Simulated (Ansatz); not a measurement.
## WC-type ZrC

Computed with Ansatz (plane waves, PAW, 420 eV cutoff): PBE, scalar-relativistic, no spin polarisation, Γ-centred 12×12×12 mesh, 0.05 eV Gaussian smearing. The datasets are Ansatz's generated set soft_2.

```xyz
2
Lattice="3.2695 0.0000 0.0000 -1.6348 2.8315 0.0000 0.0000 0.0000 2.9397" Properties=species:S:1:pos:R:3 pbc="T T T"
Zr    0.0000    0.0000    0.0000
C     1.6348    0.9438    1.4699
```

The start was a prototype's sites filled with these elements. The Crystallography Open Database lists the compound in space group Fm-3m (rock salt), so this is a trial structure.

Cell and atoms are those of this level's equilibrium.

The cell has space group P-6m2 (read at 0.01 Å). In it the stress is 0.00, 0.00, 0.00, 0.00, 0.00, 0.00 GPa and the largest force component 0.000 eV/Å. Each change below starts from this cell, without further relaxation. Stress is in GPa, positive in compression, in the order xx, yy, zz, yz, xz, xy; energies are counted from the cell above and are free energies with the smearing's entropy, which match forces and stress in a metal.

**Question.** What happens when atom 2 (C) is moved by 0.12 Å along y?

**Answer.** The energy changes by 38.7 meV per cell, and the force on it along the shift is -0.703 eV/Å (−F/u = 5.86 eV/Å²). Stress: -2.19, 1.84, 3.35, 0.00, 0.00, 0.00.
| atom | Fx (eV/Å) | Fy | Fz |
| --- | --- | --- | --- |
| Zr1 | 0.000 | 0.703 | 0.000 |
| C2 | 0.000 | -0.703 | 0.000 |
In a harmonic crystal the energy would rise by −½F·u = ½ × 5.86 × 0.12² eV = 42.2 meV, close to the run's value; the rest is anharmonic or numerical.

**Question.** What happens when atom 2 (C) is moved by 0.20 Å along x?

**Answer.** The energy changes by 93.7 meV per cell, and the force on it along the shift is -0.961 eV/Å (−F/u = 4.81 eV/Å²). Stress: 0.43, 0.06, 7.41, 0.00, 0.00, -3.17.
```
atom  Fx (eV/Å)      Fy     Fz
 Zr1      0.961  -0.374  0.000
  C2     -0.961   0.374  0.000
```
In a harmonic crystal the energy would rise by −½F·u = ½ × 4.81 × 0.20² eV = 96.1 meV, which matches.

**Question.** A single strain component, atoms carried along, gave the stress 0.03, 0.28, 0.01, 0.00, 0.00, -3.68. Which component, and about how large?

**Answer.** An engineering strain of 3 % in xy; the energy changes by 9.3 meV per cell.

**Question.** A single strain component, atoms carried along, gave the stress 0.96, 0.96, 4.80, 0.00, 0.00, 0.00. Which component, and about how large?

**Answer.** An engineering strain of -1 % in zz; the energy changes by 4.0 meV per cell.

**Question.** All atoms and the cell are disturbed at random:
```
CELL_PARAMETERS angstrom
3.24923 -0.01499 -0.00281
-1.63760 2.81617 0.02283
-0.00253 0.02225 2.92587
ATOMIC_POSITIONS crystal
Zr 0.00558 0.04142 0.91849
C 0.66109 0.29191 0.58151
```
Give the energy change, the stress and the forces.

**Answer.** 702.8 meV per cell; stress 38.73, 13.62, 23.10, -9.66, 8.07, -3.38 GPa.
```
atom  Fx (eV/Å)      Fy      Fz
 Zr1      1.744  -2.265   2.947
  C2     -1.744   2.265  -2.947
```

**Question.** All atoms and the cell are disturbed at random:
```xyz
2
Lattice="3.2286 0.0100 0.0056 -1.6056 2.8168 0.0207 0.0051 0.0245 2.9434" Properties=species:S:1:pos:R:3 pbc="T T T"
Zr   -0.0882   -0.0717   -0.0424
C     1.7079    1.0295    1.5248
```
Give the energy change, the stress and the forces.

**Answer.** 98.6 meV per cell; stress 3.36, 6.27, 9.02, 0.80, 1.04, -3.81 GPa.
```tsv
atom	Fx (eV/Å)	Fy	Fz
Zr1	0.477	0.591	0.152
C2	-0.477	-0.591	-0.152
```
